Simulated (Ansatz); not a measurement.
**BN: moving N off its site**

BN, Fmm2, a = 2.508 Å, b = 6.679 Å, c = 4.338 Å. This isn't the usual stable structure of the compound. Ansatz: PBE+D3(BJ), PAW, 420 eV, Γ-centred 12×12×12 mesh on 2 atoms, Gaussian smearing 0.05 eV; no spin polarisation.

```yaml
crystal:
  lattice:
    - [0.00000, 3.33948, 2.16883]
    - [1.25384, 0.00000, 2.16883]
    - [1.25384, 3.33948, 0.00000]
  atoms:
    - { symbol: B, position: [0.00011, 0.00011, 0.99989] }
    - { symbol: N, position: [0.66659, 0.66659, 0.33341] }
```

Atom 2 (N) moves by x along the unit vector (0.000, 0.000, 1.000), with its periodic images; all else is held. y is the free energy of the cell over the start, F the force along the path summed over the moved atoms.

```tsv
x (Å)	y (meV)	F (eV/Å)
-0.200	655.5	5.68
-0.150	?	?
-0.100	185.2	3.50
-0.050	48.9	1.90
0.000	0.0	0.00
0.050	54.3	-2.23
0.100	228.7	-4.82
0.150	543.5	-7.86
0.175	761.5	-9.60
0.200	1025.1	-11.52
```

Question: Fit y = c2 x² + c3 x³ + c4 x⁴ to the energies of the other rows, give the force constant, and predict energy and force of the missing row.

Answer: Least squares on the rows shown. y = 20447 x² + 23010 x³ + 13760 x⁴. The force constant is 2 c2 = 40.9 eV/Å² (for all images moving together, not for a lone atom). The force −dy/dx at the missing row is 4.77 eV/Å (computed 4.76). At x = -0.150 the fit asked for gives 389.4 meV. The run gave 393.0 meV, so the fit is 3.6 meV too low, a small miss on the scale of the series.

Cost: 10 runs of about 0.89 core-minutes in all, on Intel Xeon Platinum 8259CL (Skylake/Cascade Lake) (shared hosts).